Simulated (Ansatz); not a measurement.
Runs of Ansatz 0.2.0 on PbS (Galena). Symmetry: Fm-3m, No. 225, cubic system. The conventional cell has a = 5.931 Å, b = 5.931 Å, c = 5.931 Å, α = 90.00°, β = 90.00°, γ = 90.00°. Around Pb (site symmetry m-3m) lie 6 S at 2.97 Å. Around S (site symmetry m-3m) lie 6 Pb at 2.97 Å. 

```tsv
task	level	potentials or basis	cell	k mesh	cutoff (eV)	smearing	basis error allowed	gap on the mesh (eV)	pressure (GPa)	relaxed volume (Å³/atom)
relaxation of cell and atoms	BLYP+D4	all-electron LAPW, scalar-relativistic	relaxed	8 × 8 × 8	-	fermi-dirac 0.05 eV	0.001 eV/atom	(b)	0.0	28.76
relaxation of cell and atoms	PBEsol+D4	all-electron LAPW, scalar-relativistic	relaxed	8 × 8 × 8	-	fermi-dirac 0.05 eV	0.001 eV/atom	-	0.0	25.15
single point	PBE0	all-electron PAW datasets made for the crystal	as given	6 × 6 × 6	290	fermi-dirac 0.05 eV	-	1.36	-	-
single point	PBE	all-electron LAPW, scalar-relativistic	as given	8 × 8 × 8	178	gaussian 0.016 eV	0.001 eV/atom	0.36	(a)	-
Born charges	PBE	all-electron PAW datasets made for the crystal	as given	8 × 8 × 8	290	fixed	-	0.36	-	-
band structure	PBEsol	all-electron LAPW, inner shells corrected to Dirac's equation	as given	8 × 8 × 8	178	fermi-dirac 0.05 eV	0.001 eV/atom	0.25	-0.8	-
Born charges	LDA	all-electron PAW datasets made for the crystal	as given	8 × 8 × 8	290	fixed	-	0.23	-	-
Born charges	PBEsol	all-electron PAW datasets made for the crystal	as given	8 × 8 × 8	290	fixed	-	0.25	-	-
```

Alike in all rows: no spin polarisation.

Task: Estimate the missing entries.

Result: (a) 2.2; (b) 0.77.

Caveats: spin-orbit coupling is left out, which as a rule narrows the gap of such compounds by several tenths of an eV (some runs); the program warned that the printed levels may be off, so bands, gaps and densities of states are rough (some runs); the volume moved by +10 % from the deposited cell, more than functionals usually miss (some runs).

A k mesh can miss the band edges, and the runs leave out spin-orbit coupling on Pb.

Not every run made on this cell is shown here.
